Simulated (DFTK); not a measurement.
## Si: band structure with PBE

Si:

```
CELL_PARAMETERS angstrom
0.00000 2.72185 2.72185
2.72185 0.00000 2.72185
2.72185 2.72185 0.00000
ATOMIC_POSITIONS crystal
Si 0.50000 0.50000 0.50000
Si 0.75000 0.75000 0.75000
```

- Program: DFTK 0.8.2
- Task: band structure
- Functional: PBE
- Potentials or basis: cp2k.nc.sr.pbe.v0_1.semicore.gth (PBE, GTH)
- Cutoff: 789 eV
- k mesh: 8 × 8 × 8
- Occupations: fermi-dirac, width 0.05 eV
- Spin: no spin polarisation
- Valence electrons: Si 4
- SCF tolerance on the density: 1e-06

```
Pressure                : 0.8 GPa
Band gap on the k mesh  : 0.63 eV, indirect (least direct gap 2.57 eV)
Band gap along the path : 0.59 eV, indirect (least direct gap 2.57 eV)
```

Levels at the corners of the path, in eV from the valence-band top:
| point | band 2 | band 3 | band 4 | band 5 | band 6 | band 7 |
| --- | --- | --- | --- | --- | --- | --- |
| Γ | 0.00 | 0.00 | 0.00 | 2.57 | 2.57 | 2.57 |
| X | -7.79 | -2.83 | -2.83 | 0.72 | 0.72 | 10.00 |
| W | -7.63 | -3.81 | -3.81 | 4.27 | 4.27 | 4.96 |
| K | -7.20 | -4.26 | -2.40 | 1.21 | 4.12 | 7.43 |
| Γ | 0.00 | 0.00 | 0.00 | 2.57 | 2.57 | 2.57 |
| L | -6.93 | -1.19 | -1.19 | 1.49 | 3.35 | 3.35 |
| U | -7.20 | -4.26 | -2.40 | 1.21 | 4.12 | 7.43 |
| W | -7.63 | -3.81 | -3.81 | 4.27 | 4.27 | 4.96 |
| L | -6.93 | -1.19 | -1.19 | 1.49 | 3.35 | 3.35 |
| K | -7.20 | -4.26 | -2.40 | 1.21 | 4.12 | 7.43 |
| U | -7.20 | -4.26 | -2.40 | 1.21 | 4.12 | 7.43 |
| X | -7.79 | -2.83 | -2.83 | 0.72 | 0.72 | 10.00 |

It took 65 s on 1 thread of Intel(R) Xeon(R) Platinum 8259CL CPU @ 2.50GHz (Skylake/Cascade Lake), with other jobs on the host, peak memory 1.5 GiB.

Caveat: GTH potentials come without recommended cutoffs, and this one wasn't checked for convergence. As with any semilocal functional, this PBE gap is likely too small.
